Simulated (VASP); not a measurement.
Runs of VASP 6.6.1 on AlN. The structure is hexagonal, space group P6_3mc (No. 186). The conventional cell has a = 3.113 Å, b = 3.113 Å, c = 4.981 Å, α = 90.00°, β = 90.00°, γ = 120.00°. Al (site symmetry 3m) is surrounded by 4 N at 1.89 Å. N (site symmetry 3m) has 4 Al at 1.89 Å as nearest neighbours. 

```tsv
task	level	cell	k mesh	cutoff (eV)	smearing	grid for exact exchange (PRECFOCK)	exchange at q = 0	share of exact exchange	mesh quality	gap on the mesh (eV)	pressure (GPa)	largest force (eV/Å)
single point	PBEsol	as given	10 × 10 × 6	500	gaussian 0.1 eV	-	-	-	not flagged	(b)	0.2	0.13
atomic charges	B3LYP+D3(BJ)	volume scaled by 0.92	5 × 5 × 3	500	fermi-dirac 0.02 eV	Fast	truncated	-	coarse	7.02	13.4	0.18
dielectric tensor	PBEsol	cell strained at random at fixed volume	10 × 10 × 6	520	gaussian 0.05 eV	-	-	-	not flagged	3.97	-	-
optical spectrum	PBE-EpsX	as given	5 × 5 × 3	520	tetrahedron	Fast	default	0.2218	coarse	6.09	(a)	0.13
```

Alike in all rows: potentials or basis VASP PAW PBE potentials, release 64 (Al, N); no spin polarisation.

Question: Fill in the values left out.

Answer: (a) -1.2; (b) 4.15.

Caveats: some runs use coarse meshes; the PAW data sets were made with another functional, which shifts forces and pressure a little; an odd mesh through Γ misses points on the zone boundary, where band edges often lie (some runs); spectra need much finer meshes, so this one isn't converged (some runs); independent-particle spectra lack excitons (some runs).
